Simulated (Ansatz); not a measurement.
Input and output for C (diamond type): DFT, PBE, all-electron PAW with datasets made for the crystal, scalar-relativistic (Ansatz 0.2.0). This run: the undistorted cell.

This is a prototype cell at a chosen volume, and whether it is the ground state is a separate question.

Command: `ansatz run input.yaml --threads 1 --pin off --max-ram 2048MiB --backend cpu --events-out ev --progress --plain --runs-dir out` It took 2.4 s on 1 thread of Arm Neoverse V2, with other jobs on the host, peak memory 0.28 GiB.

```yaml
crystal:
  lattice:
    - [0.0, 2.0103628793, 2.0103628793]
    - [2.0103628793, 0.0, 2.0103628793]
    - [2.0103628793, 2.0103628793, 0.0]
  atoms:
    - { symbol: C, position: [-0.125, -0.125, -0.125] }
    - { symbol: C, position: [0.125, 0.125, 0.125] }
kpoints:
  mp_grid: { grid: [13, 13, 13] }
scf:
  occupations: { method: fermi_dirac, width: 0.05 }
hamiltonian:
  xc: pbe
  pseudopotentials: { kind: all_electron, datasets: crystal }
output:
  forces: true
  stress: true
  eigenvalues: true
  efg: { contact_densities: true }
```

Output:

```
hamiltonian.pseudopotentials.datasets: crystal makes datasets for this crystal and solves the spheres of its atoms anew in each pass: cutoff 420.0 eV, the density's 1680.0 eV; for an error of 0.50 meV an atom under PBE, 1.0 meV for the cell; an energy difference from a run of another recipe may be off by several times the error for the cell, under r2SCAN by more, where some 0.1 meV an atom stays at smaller errors; C in spheres of 0.868 Å, 4 of its electrons in bands
Engine: ansatz 0.2.0
Pseudopotentials: kind: all_electron
Pseudopotential: C, paw, valence charge 4, recommended cutoff 420 eV (normal), crystal/all_electron/pbe/scalar/gaussian/C, Koelling and Harmon's equation, gaussian nucleus
Functional definition: PBE
  parameter kappa = 0.804
  parameter beta = 0.06672455060314922
  exchange = pbe_x(kappa = kappa, mu = beta*pi^2/3)
  correlation = pbe_c(beta = beta)
Crystal: 2 atoms, lattice volume = 16.250 Å³
Basis set: ecut = 420 eV, 331 PW (Γ), exchange–correlation on 40×40×40 points (8 copies of the dense FFT grid, shifted against one another)
Bands: 8, of which v1, the nominal top of the filled ones, is band 4 counted from 1 (3 counted from 0)
Symmetry: 48 space group operations
Space group: Fd-3m (ITA 227), of the structure as read, at distance tolerance 2.5e-5 Å
k-points: 84 of 2197
Non-local potential: C, projectors of the file, l = 0: 1, l = 1: 1
PAW form: soft (Blöchl's): semilocal exchange-correlation on the pseudo side does not see the compensation charge
PAW one-centre angular grid: C, 110 points (default); XC on its mesh's 1923 points in the sphere
Initial density: superposition of atomic densities (neutral atoms: chi_scale 0, normalization atom)
Initial wavefunctions: pseudopotential atomic-orbital guess
Functional: x = pbe(κ = 0.804, μ = 0.2195149727645171), c = pbe(β = 0.06672455060314922)
iter 1 solved again at ethr=7.81e-3 eV; its pass at ethr=1.00e-1 eV (dr2=6.25e-1 eV) is discarded
SCF iter   1: F=—  HF=-2071.927968 eV  |F-HF|=—  |Δ(HF+E_count)|=         —  Δρ=7.95e-2  dr2=6.53e-1  ethr=7.81e-3  ⟨swp⟩=2.0  Hψ=3838  notcnv=0
preconditioner: auto → none  [insulator: Δε(μ)=3.609 eV  Ē_g=14.893 eV  σ=0.050 eV  W_gap=1.00  n_scr=0 (ndim 8)  ℏωp=26.1 eV  f_vac=0.000  D(μ)=0.00/eV (n_scr^D=0)  ε∞_Penn≈4.1]
SCF iter   2: F=—  HF=-2071.872551 eV  |F-HF|=—  |Δ(HF+E_count)|=   5.54e-2  Δρ=3.62e-2  dr2=1.11e-1  ethr=7.81e-3  ⟨swp⟩=2.3  Hψ=1367  notcnv=0
iter 3 solved again at ethr=3.39e-6 eV; its pass at ethr=1.39e-3 eV (dr2=2.71e-4 eV) is discarded
SCF iter   3: F=—  HF=-2071.895148 eV  |F-HF|=—  |Δ(HF+E_count)|=   2.26e-2  Δρ=2.24e-3  dr2=2.79e-4  ethr=3.39e-6  ⟨swp⟩=3.0  Hψ=3389  notcnv=0
SCF iter   4: F=—  HF=-2071.895819 eV  |F-HF|=—  |Δ(HF+E_count)|=   6.71e-4  Δρ=5.46e-4  dr2=1.46e-5  ethr=3.39e-6  ⟨swp⟩=3.0  Hψ=1144  notcnv=0
SCF iter   5: F=—  HF=-2071.895895 eV  |F-HF|=—  |Δ(HF+E_count)|=   7.63e-5  Δρ=5.91e-5  dr2=2.10e-7  ethr=1.82e-7  ⟨swp⟩=3.0  Hψ=1347  notcnv=0
SCF iter   6: F=-2071.895897 eV  HF=-2071.895897 eV  |F-HF|=1.70e-8  |Δ(HF+E_count)|=   1.59e-6  Δρ=1.45e-5  dr2=3.21e-9  ethr=2.62e-9  ⟨swp⟩=3.0  Hψ=1270  notcnv=0
SCF 1 converged in 6 iterations: F = -2071.895895 eV  dr2 = 3.21e-9
  Residual-converged pass: ⟨swp⟩=3.0  Hψ=1204  notcnv=0  max |occ|·‖R‖ = 5.2e-6 eV (tolerance 5.3e-6 eV)  dr2=3.20e-9  dr2_onsite=1.53e-9  max |Δocc| = 9.6e-21
  greatest PAW one-centre occupation: 0.435 electrons in one spin orbital (limit 2), on the C atom at site 1 (counted from 0), in its partial waves of l = 0
SCF converged after 6 iterations
Free energy (F): -2071.895895 eV
Harris-Foulkes:  -2071.895895 eV  (|F-HF|=1.70e-8)
Internal energy: -2071.895895 eV  (E = F + TS)
E sigma→0 (E₀):  -2071.895895 eV
Past the cutoff: the bands carry plane waves up to 1.75 times it, of which those up to 1.5 times it add -0.000177 eV an atom, each by itself; the spheres take 0.000112 eV an atom off the energy for waves past 1.75 times it
By the cutoff:   a pressure is off by up to 0.007 GPa (1.2 times the spheres' own share and the shells' term, over an atom's volume, and 0.004 GPa: a bound that held against runs at twice the plane waves)
Past the cutoffs: a stress includes 0.0019 GPa for waves and charges beyond them, in addition to the slope of what the spheres take
In the spheres:  the bands' charges fall short by 3.6e-6 e at most (sound up to 1e-3)
Fermi energy:    9.586357 eV
--- Per-component energies (eV) ---
  E_band       = 6.678871
  E_kinetic    = 152.566798
  E_local      = -81.781962  (includes V_loc(G=0)·N_el)
  E_nonlocal   = -2.738508
  E_hartree    = 32.885013
  E_xc         = -84.461559
  E_vxc        = -109.908079  (∫ρ·V_xc dr)
  E_paw        = -1932.608091  (= ΣΔE_a)
  E_vpaw       = -170.144328  (= ΣTr[D̂ρ^β])
  E_ewald      = -308.672560
  E_smearing   = -0.000000  (= −TS)
  E_closure    = 152.914974  (closes the sum)
  Σ components = -2071.895895   (vs F -2071.895895, Δ=0.00e0)
  The terms above E_closure are by the made datasets' own strengths, without shells solved beside the bands.
--- Forces (eV/Å), atoms counted from 1 ---
  atom   1  C     -0.00000000    -0.00000000     0.00000000
  atom   2  C     -0.00000000     0.00000000     0.00000000
  max |Σ_I F_I| component: 1.67e-16 eV/Å
--- Stress (GPa, compression-positive) ---
      -77.340697       0.000000      -0.000000
       -0.000000     -77.340697      -0.000000
        0.000000      -0.000000     -77.340697
  P = ⅓ Tr σ = -77.3407 GPa (-773.407 kbar)
--- PAW observables at the nuclei: V_zz in 10²¹ V/m², potentials from the cell's mean, atoms counted from 1 ---
  atom   1  C  V_zz =    -0.000000   η = 0.0000   by run symmetry: forbidden
            electrostatic potential = -412.507254 V   contact ρ = 867.643742 e/Å³
  atom   2  C  V_zz =    -0.000000   η = 0.0000   by run symmetry: forbidden
            electrostatic potential = -412.507254 V   contact ρ = 867.643742 e/Å³
--- Band table (eV; the first three rows and the last of 84) ---
  k-point 0: bands = ["-9.3181", "7.9113", "7.9113", "7.9113", "12.5314", "12.5314"]
  k-point 1: bands = ["-9.1922", "7.0602", "7.7271", "7.7271", "12.7723", "12.7723"]
  k-point 2: bands = ["-8.8170", "5.2639", "7.2967", "7.2967", "12.8943", "13.3405"]
  k-point 83: bands = ["-2.9578", "-1.8113", "1.9852", "2.6917", "15.7426", "15.8540"]
```

Next run (one bond, the shortest of the undistorted cell, set to 1.010 Å), as changes to the input before:

```diff
   atoms:
-    - { symbol: C, position: [-0.125, -0.125, -0.125] }
-    - { symbol: C, position: [0.125, 0.125, 0.125] }
+    - { symbol: C, position: [-0.2825, -0.0725, -0.0725] }
+    - { symbol: C, position: [0.2825, 0.0725, 0.0725] }
 kpoints:
```

Command: `ansatz run input.yaml --threads 1 --pin off --max-ram 2048MiB --backend cpu --events-out ev --progress --plain --runs-dir out` It took 15 s on 1 thread of Arm Neoverse V2 (shared host), peak memory 0.69 GiB.

Results part of the output:

```
SCF 1 converged in 7 iterations: F = -2063.631638 eV  dr2 = 1.76e-8
  Residual-converged pass: ⟨swp⟩=3.8  Hψ=4025  notcnv=0  max |occ|·‖R‖ = 5.2e-6 eV (tolerance 5.3e-6 eV)  dr2=1.72e-8  dr2_onsite=4.85e-9  max |Δocc| = 5.2e-10
  greatest PAW one-centre occupation: 0.143 electrons in one spin orbital (limit 2), on the C atom at site 1 (counted from 0), in its partial waves of l = 1
SCF converged after 7 iterations
Free energy (F): -2063.631638 eV
Harris-Foulkes:  -2063.631638 eV  (|F-HF|=9.14e-9)
Internal energy: -2063.626488 eV  (E = F + TS)
E sigma→0 (E₀):  -2063.629063 eV
Entropy (-TS):   -0.005149 eV (-2.575 meV/atom)
Past the cutoff: the bands carry plane waves up to 1.75 times it, of which those up to 1.5 times it add -0.000128 eV an atom, each by itself; the spheres take 0.000184 eV an atom off the energy for waves past 1.75 times it
By the cutoff:   a pressure is off by up to 0.009 GPa (1.2 times the spheres' own share and the shells' term, over an atom's volume, and 0.004 GPa: a bound that held against runs at twice the plane waves)
Past the cutoffs: a stress includes 0.0029 GPa for waves and charges beyond them, in addition to the slope of what the spheres take
In the spheres:  the bands' charges fall short by 1.6e-7 e at most (sound up to 1e-3), those of shells solved beside the bands by 2.0e-9 e (sound up to 5e-4)
Fermi energy:    5.979562 eV
--- Per-component energies (eV) ---
  E_band       = -4.278731
  E_kinetic    = 224.610896
  E_local      = -1219.871724  (includes V_loc(G=0)·N_el)
  E_nonlocal   = 21.396962
  E_hartree    = 377.746748
  E_xc         = -100.805932
  E_vxc        = -135.055400  (∫ρ·V_xc dr)
  E_paw        = -3643.749257  (= ΣΔE_a)
  E_vpaw       = -2527.562830  (= ΣTr[D̂ρ^β])
  E_ewald      = -599.661415
  E_smearing   = -0.005149  (= −TS)
  E_closure    = 2876.707233  (closes the sum)
  Σ components = -2063.631638   (vs F -2063.631638, Δ=0.00e0)
  The terms above E_closure are by the made datasets' own strengths, without shells solved beside the bands.
--- Forces (eV/Å), atoms counted from 1 ---
  atom   1  C    -25.23291301    25.23291301    25.23291301
  atom   2  C     25.23291301   -25.23291301   -25.23291301
  max |Σ_I F_I| component: 3.55e-15 eV/Å
--- Stress (GPa, compression-positive) ---
      115.977126    -121.752820    -121.752820
     -121.752820     115.977126     121.752820
     -121.752820     121.752820     115.977126
  P = ⅓ Tr σ = 115.9771 GPa (1159.771 kbar)
  It holds what live shells' own plane waves past their cutoff add
--- PAW observables at the nuclei: V_zz in 10²¹ V/m², potentials from the cell's mean, atoms counted from 1 ---
  atom   1  C  V_zz =    -0.370386   η = 0.0000   by run symmetry: allowed
            electrostatic potential = -414.373046 V   contact ρ = 870.527856 e/Å³
  atom   2  C  V_zz =    -0.370386   η = 0.0000   by run symmetry: allowed
            electrostatic potential = -414.373046 V   contact ρ = 870.527856 e/Å³
--- Band table (eV; the first three rows and the last of 231) ---
  k-point 0: bands = ["-10.7218", "0.9672", "5.8537", "5.8537", "11.1897", "14.3027"]
  k-point 1: bands = ["-10.6274", "0.8748", "5.6875", "5.8415", "10.7030", "14.1884"]
  k-point 2: bands = ["-10.3520", "0.6024", "5.1797", "5.8115", "9.8772", "13.8636"]
  k-point 230: bands = ["-8.4425", "-2.6092", "3.7632", "4.0038", "11.7399", "17.3101"]
```
